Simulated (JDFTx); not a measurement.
Pb:

```xyz
1
Lattice="-1.9797 1.9797 1.9797 1.9797 -1.9797 1.9797 1.9797 1.9797 -1.9797" Properties=species:S:1:pos:R:3 pbc="T T T"
Pb    0.0000    0.0000    0.0000
```

This isn't the form of Pb at room conditions, which is fcc.

```yaml
Program: JDFTx 1.7.0 (patched build)
Task: relaxation of cell and atoms
Functional: r2SCAN
Potentials_or_basis: SG15-PBE-1.2 with smoothed tails
Cutoff: 1088 eV
Density_cutoff: 4354 eV
k_mesh: 4 × 4 × 4
Occupations: fermi-dirac, width 0.05 eV
Spin: no spin polarisation
```

At the start: pressure -2.6 GPa; volume 31.03 Å³/atom.

**Question.** How do energy, volume and symmetry change on relaxing?

**Answer.** Over 6 steps the energy falls by 15.4 meV/atom and the volume is 29.26 Å³/atom (-5.7 %); space group Im-3m (No. 229, to 0.05 Å).

The path:
```
step  energy change (eV)  largest force (eV/Å)  pressure (GPa)  volume (Å³)
   1              0.0000                0.0000           -2.63        31.03
   2             -0.0052                0.0000           -2.19        30.69
   3             -0.0153                0.0000            0.15        29.18
   4             -0.0154                0.0000            0.00        29.26
   5             -0.0154                0.0000            0.00        29.26
   6             -0.0154                0.0000            0.00        29.26
```

Final structure:
```
Pb
1.0
    -1.94127    1.94127    1.94127
     1.94127   -1.94127    1.94127
     1.94127    1.94127   -1.94127
Pb
1
Direct
  0.00000 0.00000 0.00000
```

Caveat: the k mesh is coarse (spacing up to 0.56 Å⁻¹), so the values aren't converged; meta-GGA forces are noisy on this grid; the potentials were made for another functional, which shifts forces and pressure.
